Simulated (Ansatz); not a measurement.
**LaAlO3 under a change: pressure 1.8 GPa**

Consider LaAlO3 (space group R-3c, No. 167; a = 5.3534 Å, c = 13.0483 Å (hexagonal axes)).

One thing is altered: a hydrostatic pressure of 1.8 GPa.

Calculations: plane-wave PAW DFT at the PBEsol level (Ansatz, a quantum-chemistry and plane-wave program, 420 eV), no SOC. Γ-centred 8×8×8 mesh, Fermi–Dirac width 0.05 eV.

```json
[
 {"quantity": "volume per atom", "base": "10.80 Å³", "changed": "10.70 Å³", "shift": "-0.10 Å³"},
 {"quantity": "lattice parameter a", "base": "10.117 bohr", "changed": "10.085 bohr", "shift": "-0.0312 bohr"},
 {"quantity": "c/a ratio", "base": "2.437", "changed": "2.438", "shift": "+0.001"},
 {"quantity": "shortest interatomic distance", "base": "3.589 bohr", "changed": "3.577 bohr", "shift": "-0.012 bohr"},
 {"quantity": "enthalpy H = E + PV relative to the base's energy", "base": "–", "changed": "+0.12 eV/atom", "shift": "–"},
 {"quantity": "band gap", "base": "3.94 eV", "changed": "3.93 eV", "shift": "-0.01 eV"},
 {"quantity": "gap character", "base": "indirect, F → Γ", "changed": "indirect, F → Γ", "shift": "–"},
 {"quantity": "smallest direct gap", "base": "3.97 eV", "changed": "3.95 eV", "shift": "-0.02 eV"},
 {"quantity": "width of the top valence band", "base": "0.53 eV", "changed": "0.52 eV", "shift": "-0.003 eV"}
]
```

Load acts through the strain it causes; cell and atoms are relaxed under it. Stability against distortions was not tested.
